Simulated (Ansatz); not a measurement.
# C: the cost of one run

Computed with Ansatz 0.2.0 (DFT PBE+D3(BJ), scalar-relativistic, plane waves, PAW, unless a step's input says otherwise).

40 further runs of the same task are left out: 40 set aside as unsound or not needed.

### 1 Starting point

It takes space group Fmmm (No. 69, orthorhombic). The conventional cell has a = 2.466 Å, b = 4.268 Å, c = 6.796 Å, α = 90.00°, β = 90.00°, γ = 90.00°. C (site symmetry m2m) has 3 C at 1.42 Å as nearest neighbours.

Coordinates:

```xyz
2
Lattice="0.0000 2.1341 3.3979 1.2328 0.0000 3.3979 1.2328 2.1341 0.0000" Properties=species:S:1:pos:R:3 pbc="T T T"
C     1.2328    0.7115    3.3979
C     1.2328    3.5567    3.3979
```

This cell was relaxed beforehand with the same method: volume 8.94 Å³/atom, gap on the mesh 0.07 eV.

### 2 What is varied

Atoms count from 1 in the order of the input.

The energy is mapped over a free internal coordinate and the cell.

First coordinate, shift of C1 along [0 1 0], its symmetry partners moved as symmetry demands (measured in the relaxed cell): 9 values from −0.150 Å. Second coordinate, volume per atom at fixed shape: 9 values from 8.224 to 9.655 Å³.

Nothing else is relaxed (all other coordinates fixed). Energies count from the relaxed crystal. Points are written as (first, second).

### 3 Point (−0.150 Å, 8.403 Å³)

Contents of input.yaml:

```yaml
crystal:
  lattice:
    - [0.0, 2.0905313474, 3.3285103516]
    - [1.2076129663, 0.0, 3.3285103516]
    - [1.2076129663, 2.0905313474, 0.0]
  atoms:
    - { symbol: C, position: [0.1315530015, 0.8684469985, 0.1315530015] }
    - { symbol: C, position: [0.8684469985, 0.1315530015, 0.8684469985] }
basis:
  ecutwfc: 520.0
kpoints:
  mp_grid: { grid: [16, 16, 16] }
hamiltonian:
  xc: pbe
  pseudopotentials: { kind: paw, azcp: { folder: soft_1 } }
  dispersion: d3bj
scf:
  occupations: { method: gaussian, width: 0.03 }
output:
  forces: true
  stress: true
  eigenvalues: true
  write_density: true
  write_potential: true
  elf: true
  volumetric_format: npy
```

Command:

```console
> ansatz run input.yaml --threads 1 --pin off --max-ram 2048MiB --backend cpu --events-out ev --progress --plain --runs-dir out
```

Q: Estimate wall time and peak memory on 1 thread of AMD EPYC 9R45 (Zen 5), shared host.

About 4.3 s, with a peak of 0.43 GiB.
